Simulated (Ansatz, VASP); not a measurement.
## ZnSe in VASP and in Ansatz

```xyz
2
Lattice="0.0000 2.8338 2.7771 2.8338 0.0000 2.7771 2.8338 2.8338 0.0000" Properties=species:S:1:pos:R:3 pbc="T T T"
Zn    0.0000    0.0000    0.0000
Se    4.2507    4.2507    4.1657
```

Change from the starting cell: zz strain of -2 %.

Alike in both runs: task single point; functional PBE; k mesh 8 × 8 × 8; occupations fermi-dirac, width 0.03 eV; no spin polarisation.

|  | VASP | Ansatz |
| --- | --- | --- |
| version | VASP 6.6.1 | Ansatz 0.2.0 |
| potentials or method | VASP PAW PBE potentials, release 64 (Zn, Se), cutoff 520 eV | all-electron LAPW, scalar-relativistic |

Ansatz gave:

* gap on the k mesh at the Fermi level (eV): 1.32
* pressure (GPa): 3.5
* largest component of the traceless stress (GPa): 0.43

Question: Which values does VASP return?

Answer: gap on the k mesh at the Fermi level (eV): 1.32; pressure (GPa): 3.7; largest component of the traceless stress (GPa): 0.42.

Ansatz ran all-electron here, so the differences hold the error of VASP's frozen core and of both bases.
